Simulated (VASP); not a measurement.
Crystal: BeTe.

```
Be Te
1.0
     0.00000    2.77000    2.77000
     2.77000    0.00000    2.77000
     2.77000    2.77000    0.00000
Be Te
1 1
Direct
  0.00000 0.00000 0.00000
  0.25000 0.25000 0.25000
```

```yaml
Program: VASP 6.6.1
Task: relaxation of cell and atoms
Functional: RPBE
Potentials_or_basis: VASP PAW PBE potentials, release 64 (Be, Te)
Cutoff: 600 eV
k_mesh: 8 × 8 × 8
Occupations: gaussian, width 0.03 eV
Spin: no spin polarisation
```

At the start: pressure 6.1 GPa; volume 21.25 Å³/atom.

Task: How do energy, volume and symmetry change on relaxing?

Result: Over 3 steps the energy falls by 37.6 meV/atom and the volume is 23.38 Å³/atom (+10.0 %); space group F-43m (No. 216, to 0.05 Å).

The path:
| step | energy change (eV) | largest force (eV/Å) | pressure (GPa) | volume (Å³) |
| --- | --- | --- | --- | --- |
| 1 | 0.0000 | 0.0000 | 6.11 | 42.51 |
| 2 | -0.0723 | 0.0000 | -0.98 | 47.70 |
| 3 | -0.0751 | 0.0000 | 0.02 | 46.76 |

Final structure:
```
CELL_PARAMETERS angstrom
0.00000 2.85943 2.85943
2.85943 0.00000 2.85943
2.85943 2.85943 0.00000
ATOMIC_POSITIONS crystal
Be 0.00000 0.00000 0.00000
Te 0.25000 0.25000 0.25000
```

Caveat: the PAW data sets were made with another functional, which shifts forces and pressure a little; the volume moved by +10 % from the deposited cell, more than functionals usually miss.
